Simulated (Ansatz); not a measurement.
(010) slab cut from the bulk of HfSi₂, Cmcm (No. 63); the slab's formula is HfSi2:

```yaml
crystal:
  lattice:
    - [3.63610, 0.00000, 0.00000]
    - [0.00000, 3.65000, 0.00000]
    - [0.00000, 0.00000, 27.26377]
  atoms:
    - { symbol: Si, position: [0.25000, 0.50000, 0.27509] }
    - { symbol: Si, position: [0.75000, 0.00000, 0.27532] }
    - { symbol: Hf, position: [0.75000, 0.50000, 0.35166] }
    - { symbol: Si, position: [0.25000, 0.00000, 0.37771] }
    - { symbol: Si, position: [0.75000, 0.00000, 0.43578] }
    - { symbol: Hf, position: [0.25000, 0.50000, 0.46183] }
    - { symbol: Si, position: [0.25000, 0.00000, 0.53817] }
    - { symbol: Si, position: [0.75000, 0.50000, 0.53840] }
    - { symbol: Hf, position: [0.75000, 0.00000, 0.61474] }
    - { symbol: Si, position: [0.25000, 0.50000, 0.64079] }
    - { symbol: Si, position: [0.75000, 0.50000, 0.69886] }
    - { symbol: Hf, position: [0.25000, 0.00000, 0.72491] }
```

Level of theory: DFT PBEsol, scalar-relativistic, plane waves, PAW in Ansatz. Plane waves to 420 eV, a k mesh through Γ of 10×10×1 on the computed 12-atom cell and Gaussian smearing (0.10 eV); no spin polarisation. The cell repeats along c with a dipole correction in the vacuum.

**Question.** What forces act on the atoms?

**Answer.**
```csv
atom,Fx (eV/Å),Fy (eV/Å),Fz (eV/Å)
Si1,0.000,0.000,-0.248
Si2,0.000,0.000,-0.330
Hf3,0.000,0.000,0.918
Si4,0.000,0.000,-0.429
Si5,0.000,0.000,0.017
Hf6,0.000,0.000,0.010
Si7,0.000,0.000,0.108
Si8,0.000,0.000,0.004
Hf9,0.000,0.000,-0.176
Si10,0.000,0.000,0.385
Si11,0.000,0.000,0.970
Hf12,0.000,0.000,-1.229
```

Spin–orbit coupling is left out, which can shift energies with elements as heavy as these.

Cost: 1 run of about 5.9 core-minutes, on Intel Xeon Processor @ 2.50GHz (Skylake/Cascade Lake) (shared hosts).